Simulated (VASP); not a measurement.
Wanted: the native input for a VASP 6.6.1 run.

```
Task                   : single point
Functional             : r2SCAN
Potentials or basis    : VASP PAW PBE potentials, release 64 (Na_pv)
Cutoff                 : 520 eV
k mesh                 : 14 × 14 × 14
Occupations            : gaussian, width 0.1 eV
Spin                   : no spin polarisation
Dipole correction      : no
Further INCAR settings : ALGO = Normal; EDIFF = 1e-06; NBANDS = 14
```

Na:

```
Na
1.0
     0.00000    3.80868    3.80868
     3.80868    0.00000    3.80868
     3.80868    3.80868    0.00000
Na
2
Cartesian
  3.8087 3.8087 3.8087
  5.7130 5.7130 5.7130
```

The cell was built by a generator and needn't be a form met in nature.

One way to write it, as run:

POSCAR

```
Na
1.0
    0.0000000000      3.8086773721      3.8086773721
    3.8086773721      0.0000000000      3.8086773721
    3.8086773721      3.8086773721      0.0000000000
Na
2
Direct
    0.5000000000      0.5000000000      0.5000000000
    0.7500000000      0.7500000000      0.7500000000
```

INCAR.step1

```
SYSTEM = Na
ALGO     = Normal         ! electronic algorithm
EDIFF    = 1E-4           ! SCF threshold, eV
ENCUT    = 520            ! plane-wave cutoff, eV
GGA      = PE             ! functional
ISMEAR   = 0              ! smearing method
LASPH    = .TRUE.         ! aspherical terms in the spheres
LCHARG   = .FALSE.        ! write CHGCAR
LREAL    = .FALSE.        ! projectors in reciprocal space
LWAVE    = .TRUE.         ! write WAVECAR
NBANDS   = 14             ! bands
NELM     = 100            ! most SCF steps
PREC     = Accurate       ! precision mode
SIGMA    = 0.1            ! smearing width, eV
```

INCAR.step2

```
SYSTEM = Na
ALGO     = Normal         ! electronic algorithm
EDIFF    = 1E-6           ! SCF threshold, eV
ENCUT    = 520            ! plane-wave cutoff, eV
ISIF     = 2              ! what is computed and relaxed
ISMEAR   = 0              ! smearing method
ISTART   = 1            
LASPH    = .TRUE.         ! aspherical terms in the spheres
LCHARG   = .TRUE.         ! write CHGCAR
LELF     = .TRUE.         ! ELF
LMIXTAU  = .TRUE.       
LREAL    = .FALSE.        ! projectors in reciprocal space
LVHAR    = .TRUE.       
LWAVE    = .FALSE.        ! write WAVECAR
METAGGA  = R2SCAN         ! meta-GGA
NBANDS   = 14             ! bands
NELM     = 100            ! most SCF steps
PREC     = Accurate       ! precision mode
SIGMA    = 0.1            ! smearing width, eV
```

KPOINTS

```
k-points
0
G
  14 14 14
  0 0 0
```

Potentials or basis: VASP PAW PBE potentials, release 64 (Na_pv).

The run is started by

```console
$ cat potpaw_PBE.64/Na_pv/POTCAR > POTCAR
$ cp INCAR.step1 INCAR
$ mpirun -np 1 vasp_std > vasp.out
$ cp INCAR.step2 INCAR
$ mpirun -np 1 vasp_std > vasp.out
```

Results of the run:

```yaml
Pressure: 0.0 GPa
Band_gap_on_the_k_mesh: none (metal or under the smearing width)
```

Caveat: the PAW data sets were made with another functional, which shifts forces and pressure a little.

Wall time 7 min on 1 thread of AMD EPYC 9R45 96-Core Processor (Zen 5), with other jobs on the host, peak memory 0.29 GiB.
